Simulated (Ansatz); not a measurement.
**SnTe under changes of volume**

One of the cells (31.281 Å³/atom); the others are scaled copies at fixed shape and fractional positions:

```xyz
2
Lattice="0.0000 3.1509 3.1509 3.1509 0.0000 3.1509 3.1509 3.1509 0.0000" Properties=species:S:1:pos:R:3 pbc="T T T"
Te    3.1509    3.1509    3.1509
Sn    0.0000    0.0000    0.0000
```

```yaml
Program: Ansatz 0.2.0
Functional: PBEsol
Potentials_or_basis: JTH PAW
Cutoff: "6600 eV (not typed: the program's choice for these potentials)"
k_mesh: 7 × 7 × 7
Occupations: fermi-dirac, width 0.05 eV
Spin: no spin polarisation
```

```csv
volume (Å³/atom),energy over the lowest point (meV/atom),pressure (GPa)
29.404,13.24,2.8
30.030,4.56,1.6
30.656,0.30,0.6
31.281,0.00,-0.4
31.907,3.23,-1.2
32.532,9.63,-2.0
33.158,?,?
```

Q: What does the run at 33.158 Å³/atom give?

A: Energy over the lowest point 18.87 meV/atom; pressure -2.7 GPa.

Worked out: A Birch-Murnaghan fit of order 3 (a polynomial in V^(-2/3)) to the other rows has its minimum at 31.02 Å³/atom with B0 = V·E''(V) = 47 GPa and B' = 4.5. It gives 18.88 meV/atom at 33.158 Å³/atom, against the run's 18.87, and -dE/dV = -2.7 GPa, against -2.7.

Energies are extrapolated to zero smearing.
